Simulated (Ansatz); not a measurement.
The system is MnO2.

```xyz
6
Lattice="4.4004 0.0000 0.0000 0.0000 4.4004 0.0000 0.0000 0.0000 2.8671" Properties=species:S:1:pos:R:3 pbc="T T T"
Mn    2.2002    2.2002    1.4335
Mn    0.0000    0.0000    0.0000
O     3.5420    0.8585    1.4335
O     3.0587    3.0587    0.0000
O     0.8585    3.5420    1.4335
O     1.3418    1.3418    0.0000
```

The cell is a database's computed one.

Base run:

| Property | Result |
| --- | --- |
| Program | Ansatz 0.2.0 |
| Functional | PBEsol |
| Potentials or basis | Ansatz PAW |
| Cutoff | 420 eV (not typed: the program's choice for these potentials) |
| k mesh | 6 × 6 × 9 |
| Occupations | fermi-dirac, width 0.05 eV |
| Spin | no spin polarisation |

Its results: band gap on the k mesh none (metal or under the smearing width); pressure -15.3 GPa; largest force 0.170 eV/Å.

Task: The run is repeated on the same cell with these changes: spin from no spin polarisation to collinear spin, antiferromagnetic start. What comes out?

Result: Band gap on the k mesh none (metal or under the smearing width); pressure -6.3 GPa; net moment 0.00 μB per cell; site moments Mn +2.19, -2.19; O -0.05, +0.05 μB; largest force 0.060 eV/Å.

Caveats: semilocal functionals often make such compounds metallic where correlation or magnetic order opens a gap, which also shifts bond lengths; the PAW data sets come from PBE, with cores solved anew for the run's functional, which leaves a small shift of forces and pressure.
